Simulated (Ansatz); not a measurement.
Runs of Ansatz 0.2.0 on C. Symmetry: P6_3/mmc, No. 194, hexagonal system. Conventional cell: a = 2.522 Å, b = 2.522 Å, c = 8.237 Å, α = 90.00°, β = 90.00°, γ = 120.00°. C (site symmetry 3m) has 4 C at 1.54 Å as nearest neighbours. C (site symmetry 3m) is surrounded by 4 C at 1.54 Å. This is a hexagonal form of diamond, not graphite.

```tsv
task	level	potentials or basis	cell	k mesh	cutoff (eV)	gap on the mesh (eV)	pressure (GPa)	V0 of scaled cells (Å³/atom)	B0 (GPa)
equation of state	RPBE	Ansatz PAW	as given	12 × 12 × 4	420	-	-	5.78	419
relaxation of cell and atoms	r2SCAN+D3(BJ)	Ansatz PAW	relaxed	12 × 12 × 4	500	4.81	0.0	-	-
equation of state	PBE	PseudoDojo standard	as given	12 × 12 × 4	1116	-	-	(a)	433
single point	PBE	Ansatz PAW	as given	21 × 21 × 6	420	(b)	2.3	-	-
```

Alike in all rows: no spin polarisation; smearing fermi-dirac 0.05 eV.

Q: Fill in the values left out.

A: (a) 5.71; (b) 4.43.

Caveats: the cell was scaled at fixed shape and fractional positions, which overstates the stiffness of a crystal with free parameters, most of all of layers and chains (some runs); the potentials were made for another functional, which shifts forces and pressure (some runs); the plane-wave basis is chosen anew once the cell has moved, so the energies of steps on either side of that aren't comparable (some runs); the PAW data sets come from PBE, with cores solved anew for the run's functional, which leaves a small shift of forces and pressure (some runs); the dispersion damping was fitted for another functional or another form of the correction (some runs); odd divisions of the mesh miss points on the zone boundary, where band edges often lie, so the gap on the mesh can be too wide (some runs).

A k mesh can miss the band edges.
